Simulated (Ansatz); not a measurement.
# Debugging a many-body input for AlN (P6_3mc)

Aim: the G0W0 gap of AlN (P6_3mc). The first input has a fault.

Main program and level: Ansatz 0.2.0; G0W0 on PBE, plane waves, PAW.

The database entry behind the starting cell differs from later determinations by our own check (inner coordinate u about 0.002 short), so it need not match the best structure at ambient conditions.

### Step 1. Starting point

Symmetry: P6_3mc, No. 186, hexagonal system. The conventional cell has a = 3.113 Å, b = 3.113 Å, c = 4.981 Å, α = 90.00°, β = 90.00°, γ = 120.00°. Nearest to Al lie 4 N at 1.89 Å. Nearest to N lie 4 Al at 1.89 Å. Farther neighbours and most contacts between anions are not listed.

The cell and positions come from the Crystallography Open Database and are kept as given unless a step says otherwise. The default PAW set here is soft_1. Its files were made with PBE.

### Step 2. First try

Input file input.yaml:

```yaml
crystal:
  lattice:
    - [3.113, 0.0, 0.0]
    - [-1.5565, 2.695937082, 0.0]
    - [0.0, 0.0, 4.981]
  atoms:
    - { symbol: Al, position: [0.3333333333, 0.6666666667, 0.0] }
    - { symbol: Al, position: [0.6666666667, 0.3333333333, 0.5] }
    - { symbol: "N", position: [0.3333333333, 0.6666666667, 0.38] }
    - { symbol: "N", position: [0.6666666667, 0.3333333333, 0.88] }
kpoints:
  mp_grid: { grid: [6, 6, 2] }
hamiltonian:
  xc: pbe
  pseudopotentials: { kind: paw, azcp: { folder: "./paw" } }
scf:
  occupations: { method: fixed }
gw:
  n_empty_bands: 67
  ecut_chi: 10
  qp_bands: [v2, c2]
  qp_kpoints: band_edges
  screening: { model: contour_deformation }
```

Command:

```bash
ansatz run input.yaml --threads 3 --pin off --max-ram 92160MiB --backend cuda --events-out ev --progress --plain --runs-dir out --devices 1 --max-vram 13GiB
```

Numbers of over 12 decimals in the logs are rounded to 6 here.

The log of the run:

```text
GPUs: using 1 of 1 available (devices: 1).
Engine: ansatz 0.2.0, x86_64-unknown-linux-gnu
Pseudopotentials: kind: paw
Pseudopotential: Al, paw, valence charge 3, recommended cutoff 420 eV (normal), <dir>
Pseudopotential: N, paw, valence charge 5, recommended cutoff 420 eV (normal), <dir>
Functional definition: PBE
  parameter kappa = 0.804
  parameter beta = 0.066725
  exchange = pbe_x(kappa = kappa, mu = beta*pi^2/3)
  correlation = pbe_c(beta = beta)
device memory: the entry about to start is reckoned to put 0.8 GiB on a device that reports 68.3 GiB free (of which the cap on the GPU budget leaves the run 13.0 GiB)
GPU FFT provider: cuFFT
GPU libraries: cuBLAS 13.8.2, cuFFT 12.4.0, cuSOLVER 12.3.4
Crystal: 4 atoms, lattice volume = 41.803 Å³
Basis set: ecut = 420 eV, 809 PW (Γ)
Bands: 12, of which v1, the nominal top of the filled ones, is band 8 counted from 1 (7 counted from 0)
Symmetry: 12 space group operations
Space group: P63mc (ITA 186), of the structure as read, at distance tolerance 3.5e-5 Å
k-points: 14 of 72
Non-local potential: Al, projectors of the file, l = 0: 2, l = 1: 2, l = 2: 1
Non-local potential: N, projectors of the file, l = 0: 2, l = 1: 2, l = 2: 1
PAW form: soft (Blöchl's): semilocal exchange-correlation on the pseudo side does not see the compensation charge
PAW one-centre angular grid: Al, 110 points (default); XC on 64 Gauss nodes
PAW one-centre angular grid: N, 110 points (default); XC on 64 Gauss nodes
Initial density: superposition of atomic densities (chi_scale 0.1, normalization cell, long waves kept (reshape's long-wave potential 0.00 eV rms))
Initial wavefunctions: pseudopotential atomic-orbital guess
GPU buffer pool allocated for 20736 grid points (all kernels)
GPU transforms: local potential and band sums: pruned to the plane-wave sphere, on 24×24×36
Functional: x = pbe(κ = 0.804, μ = 0.219515), c = pbe(β = 0.066725)
SCF iter   1: F=—  HF=-1851.407074 eV  |F-HF|=—  |Δ(HF+E_count)|=         —  Δρ=1.39e-1  dr2=9.83e0  ethr=3.10e-3  ⟨swp⟩=4.9  Hψ=895  notcnv=0  defer=10
preconditioner: auto → none  [insulator: Δε(μ)=5.473 eV  Ē_g=14.255 eV  n_scr=2 (ndim 8)  ℏωp=23.0 eV  f_vac=0.000  ε∞_Penn≈3.6]
SCF iter   2: F=—  HF=-1848.927994 eV  |F-HF|=—  |Δ(HF+E_count)|=    2.48e0  Δρ=7.66e-2  dr2=1.45e0  ethr=3.10e-3  ⟨swp⟩=3.1  Hψ=514  notcnv=0  defer=25
SCF iter   3: F=—  HF=-1848.520487 eV  |F-HF|=—  |Δ(HF+E_count)|=   4.08e-1  Δρ=2.33e-2  dr2=1.15e-1  ethr=3.10e-3  ⟨swp⟩=2.2  Hψ=390  notcnv=0  defer=26
SCF iter   4: F=—  HF=-1848.508182 eV  |F-HF|=—  |Δ(HF+E_count)|=   1.23e-2  Δρ=1.37e-3  dr2=4.07e-4  ethr=7.17e-4  ⟨swp⟩=2.0  Hψ=204  notcnv=0  defer=28
SCF iter   5: F=—  HF=-1848.508043 eV  |F-HF|=—  |Δ(HF+E_count)|=   1.38e-4  Δρ=3.67e-4  dr2=1.40e-5  ethr=2.54e-6  ⟨swp⟩=2.0  Hψ=266  notcnv=0  defer=28
SCF iter   6: F=—  HF=-1848.508049 eV  |F-HF|=—  |Δ(HF+E_count)|=   5.28e-6  Δρ=2.77e-5  dr2=2.03e-7  ethr=8.75e-8  ⟨swp⟩=2.0  Hψ=280  notcnv=0  defer=1
SCF iter   7: F=-1848.508049 eV  HF=-1848.508049 eV  |F-HF|=1.82e-9  |Δ(HF+E_count)|=   6.78e-8  Δρ=2.83e-6  dr2=1.85e-9  ethr=6.25e-10  ⟨swp⟩=4.1  Hψ=727  notcnv=0
SCF 1 converged in 7 iterations: F = -1848.508049 eV  dr2 = 1.85e-9
[...]
device memory: the entry about to start is reckoned to put 1.3 GiB on a device that reports 64.9 GiB free (of which the cap on the GPU budget leaves the run 13.0 GiB)
NSCF: frozen V_eff on 14 k-points
[...]
device memory: the entry about to start is reckoned to put 1.6 GiB on a device that reports 62.3 GiB free (of which the cap on the GPU budget leaves the run 13.0 GiB)
NSCF: frozen V_eff on 14 k-points
G₀W₀ screening: q 1/14
[... further progress lines ...]
SCF converged after 7 iterations
Free energy (F): -1848.508049 eV
Harris-Foulkes:  -1848.508049 eV  (|F-HF|=1.82e-9)
Internal energy: -1848.508049 eV  (E = F + TS)
E sigma→0 (E₀):  -1848.508049 eV
Fermi energy:    7.112221 eV
--- Per-component energies (eV) ---
  E_band       = 30.288186
  E_kinetic    = 313.411556
  E_local      = -420.944567  (includes V_loc(G=0)·N_el)
  E_nonlocal   = 89.103105
  E_hartree    = 155.481626
  E_xc         = -198.149517
  E_vxc        = -214.038368  (∫ρ·V_xc dr)
  E_paw        = -1195.748764  (= ΣΔE_a)
  E_vpaw       = -48.208844  (= ΣTr[D̂ρ^β])
  E_aug_tail   = 0.001782  (compensation charges beyond the density's cutoff)
  E_ewald      = -591.663270
  E_smearing   = -0.000000  (= −TS)
  E_closure    = 0.000000  (closes the sum)
  Σ components = -1848.508049   (vs F -1848.508049, Δ=0.00e0)
--- Band table (eV; the first three rows and the last of 14) ---
  k-point 0: bands = [... 4 lower, 6.2845, 6.9330, 6.9330, 7.1122, 11.3259, 13.7812, 17.7272, 18.2821]
  k-point 1: bands = [... 4 lower, 6.5991, 6.5991, 6.5991, 6.5991, 13.5799, 13.5799, 17.4643, 17.4643]
  k-point 2: bands = [... 4 lower, 5.6450, 5.8936, 6.8545, 6.9420, 12.6096, 14.8408, 16.2977, 16.9064]
  k-point 13: bands = [... 4 lower, 3.2960, 3.2960, 6.3356, 6.3356, 14.5445, 14.5445, 14.9798, 14.9798]
--- G₀W₀: contour deformation, 5 samples at zero and on the imaginary axis and 1 off it, 72 q-points, 67 empty bands' worth ---
  eigenvalues of the whole cell's RPA ε∞ on this k-mesh (on a slab, of 1 + 4πα/V) = 4.6519, 4.6519, 4.7921; static W/v taken at q = 0 is 0.211341
  bands read: the sum over 75 bands ends inside a degenerate multiplet in 9 slots, whose members it reads at an even weight; the widest, k=1: bands 75 to 78 (counted from 1) at 1/4 each
  gw.qp_kpoints: band_edges: 12 of 14 stored k-points solved, in 1 pass; an edge of the gap read off the rows below is read off those points alone
    valence top: of the k-points left out ik 8 came nearest to being solved in a further pass, in band 8 (counted from 1, as in the quasiparticle table): it holds the edge there only if its correction is more favourable than any solved in that band by at least 0.587 eV; those differ by 0.255 eV
    conduction bottom: of the k-points left out ik 9 came nearest to being solved in a further pass, in band 9 (counted from 1, as in the quasiparticle table): it holds the edge there only if its correction is more favourable than any solved in that band by at least 2.307 eV; those differ by 0.454 eV
    ik  band        ε_KS         Σx   Σc(E_QP)       V_xc       Z   E_QP_lin       E_QP  E_QP is
     0     7      6.9330   -21.6975     3.2614   -17.6723  0.8424     6.1645     6.1693  root
     0     8      7.1122   -21.8832     3.3173   -17.8131  0.8412     6.3548     6.3595  root
     0     9     11.3259    -9.7611    -3.3978   -14.4587  0.8517    12.6377    12.6257  root
     0    10     13.7812    -7.9534    -3.6938   -13.2049  0.8509    15.3580    15.3388  root
     1     7      6.5991   -21.7090     3.3549   -17.5255  0.8404     5.7648     5.7705  root
     1     8      6.5991   -21.7090     3.3549   -17.5255  0.8404     5.7648     5.7705  root
     1     9     13.5799    -9.3836    -3.7139   -14.6350  0.8450    15.1375    15.1173  root
     1    10     13.5799    -9.3836    -3.7139   -14.6350  0.8450    15.1375    15.1173  root
     2     7      6.8545   -21.7844     3.2938   -17.7070  0.8418     6.0658     6.0708  root
     2     8      6.9420   -21.8269     3.3343   -17.7166  0.8406     6.1610     6.1661  root
     2     9     12.6096   -10.0764    -3.5053   -15.0061  0.8467    14.0500    14.0339  root
     2    10     14.8408    -7.8978    -3.8429   -13.3808  0.8459    16.5049    16.4809  root
     3     7      6.3422   -21.5783     3.4047   -17.3129  0.8387     5.4751     5.4816  root
     3     8      6.3422   -21.5783     3.4047   -17.3129  0.8387     5.4751     5.4816  root
[...]
12    10     15.4789    -7.6689    -4.2139   -13.4153  0.8298    17.0389    17.0115  root
    13     7      6.3356   -21.7932     3.4574   -17.4711  0.8374     5.4644     5.4710  root
    13     8      6.3356   -21.7932     3.4574   -17.4711  0.8374     5.4644     5.4710  root
    13     9     14.5445    -6.8382    -3.9837   -12.2058  0.8371    15.9475    15.9282  root
    13    10     14.5445    -6.8382    -3.9837   -12.2058  0.8371    15.9475    15.9282  root
```

It took 15 s on 1 × NVIDIA H100 80GB HBM3 (shared by 6 runs) with 3 threads of AMD EPYC 7R13 (Zen 3), shared host; peak memory 0.98 GiB; 5.3 s of CPU time.

Q: What is the fault?

The run ended normally, though the input holds a fault or crude settings.

The fault: screening cutoff of 10 eV. Nearly all local fields and short-range correlation are left out.

It printed a gap of 6.27 eV, which is an artefact of the settings.

### Step 3. A better input

Now the one-shot GW correction: screening in the RPA, then the self-energy of the levels asked for.

Edit input.yaml of step 2 so:

```diff
@@ -11,3 +11,3 @@
 kpoints:
-  mp_grid: { grid: [6, 6, 2] }
+  mp_grid: { grid: [6, 6, 4] }
 hamiltonian:
@@ -18,4 +18,4 @@
 gw:
-  n_empty_bands: 67
-  ecut_chi: 10
+  n_empty_bands: 124
+  ecut_chi: 120
   qp_bands: [v2, c2]
```

The log of the run:

```text
GPUs: using 1 of 1 available (devices: 1).
[...]
GPU FFT provider: cuFFT
GPU libraries: cuBLAS 13.8.2, cuFFT 12.4.0, cuSOLVER 12.3.4
Crystal: 4 atoms, lattice volume = 41.803 Å³
Basis set: ecut = 420 eV, 809 PW (Γ)
Bands: 12, of which v1, the nominal top of the filled ones, is band 8 counted from 1 (7 counted from 0)
[... 1 set-up line as in the run before ...]
[...]
k-points: 21 of 144 (time reversal used)
[...]
GPU buffer pool allocated for 20736 grid points (all kernels)
[...]
SCF iter   1: F=—  HF=-1851.407366 eV  |F-HF|=—  |Δ(HF+E_count)|=         —  Δρ=1.39e-1  dr2=9.84e0  ethr=3.10e-3  ⟨swp⟩=4.8  Hψ=1366  notcnv=0  defer=10
[...]
SCF iter   7: F=-1848.508205 eV  HF=-1848.508205 eV  |F-HF|=1.96e-9  |Δ(HF+E_count)|=   7.05e-8  Δρ=2.65e-6  dr2=1.58e-9  ethr=6.25e-10  ⟨swp⟩=4.1  Hψ=1133  notcnv=0
SCF 1 converged in 7 iterations: F = -1848.508205 eV  dr2 = 1.58e-9
[...]
0     7      6.9331   -21.7172     3.2210   -17.6723  0.7830     6.1030     6.1092  root
     0     8      7.1126   -21.7778     3.1720   -17.8132  0.7831     6.3143     6.3199  root
     0     9     11.3260    -9.8000    -3.8585   -14.4586  0.8175    12.1302    12.1260  root
     0    10     13.7812    -7.9362    -4.3896   -13.2051  0.8235    14.6665    14.6605  root
     1     7      6.8333   -21.7205     3.2530   -17.6285  0.7825     5.9878     5.9943  root
     1     8      6.8333   -21.7205     3.2530   -17.6285  0.7825     5.9878     5.9943  root
     1     9     12.2816   -10.1396    -3.9321   -14.9413  0.8112    13.1565    13.1511  root
     1    10     13.8987    -8.2310    -4.4157   -13.5497  0.8194    14.8082    14.8017  root
[...]
20     7      6.3358   -21.7364     3.3650   -17.4712  0.7799     5.4275     5.4356  root
    20     8      6.3358   -21.7364     3.3650   -17.4712  0.7799     5.4275     5.4356  root
    20     9     14.5445    -6.8458    -4.5521   -12.2056  0.8056    15.3587    15.3523  root
    20    10     14.5445    -6.8458    -4.5521   -12.2056  0.8056    15.3587    15.3523  root
[key lines of the parts left out:]
SCF converged after 7 iterations
Free energy (F): -1848.508205 eV
Fermi energy:    7.112566 eV
```

It took 26 s on 1 × NVIDIA H100 80GB HBM3 (shared by 6 runs) with 3 threads; peak memory 1.1 GiB.

This step gave:

| Property | Result |
| --- | --- |
| bands summed | 132 |
| RPA ε∞ on this mesh (eigenvalues) | 4.225, 4.225, 4.374 |
| plane waves in the screening matrix | 135 |
| q-points in the mesh | 144 |
| G0W0 gap on the mesh | 5.806 eV |
| k of the valence top | 0, 0, 0 |
| k of the conduction bottom | 0, 0, 0 |
| starting gap on the mesh | 4.213 eV |
| Z at the valence top | 0.7831 |
| Z at the conduction bottom | 0.8175 |
| least direct G0W0 gap on the computed points | 5.806 eV |

The gap on the mesh goes from 4.21 eV to 5.81 eV, a correction of +1.59 eV. Between the two edge states, bare exchange in place of the xc potential would open the gap by 8.62 eV, and correlation takes back 7.03 eV.

### Step 4. What came out

| Quantity | Value |
| --- | --- |
| first try | converged after 15 s |
| better run | G0W0 gap on the mesh 5.81 eV (6×6×4 mesh, 124 empty bands, screening to 120 eV) |

The second run differs in: mesh, empty bands and screening cutoff (eV). Bands and cutoff are finite, so the gap is not at the basis limit. The miss can reach some tenths of an eV and take either sign; the mesh is an error of its own.

[Paths, hosts, dates, memory and timing lines, banners, echoed tables and standing remarks are left out of the program output.]

[Logs are printed without paths, hosts, clocks, repeated set-up lines and the standing remarks that a program may print on its own settings, such as how far it seeks lower states.]

[Runs of the session that timed out or met a known fault of the program may be left out.]

[Cells called generated may have been cut or substituted from an entry of the Crystallography Open Database or the Materials Project.]

[Hosts, paths, dates, database ids (printed as entryN), source tags and the programs' standing remarks are cut or masked in the printed files.]
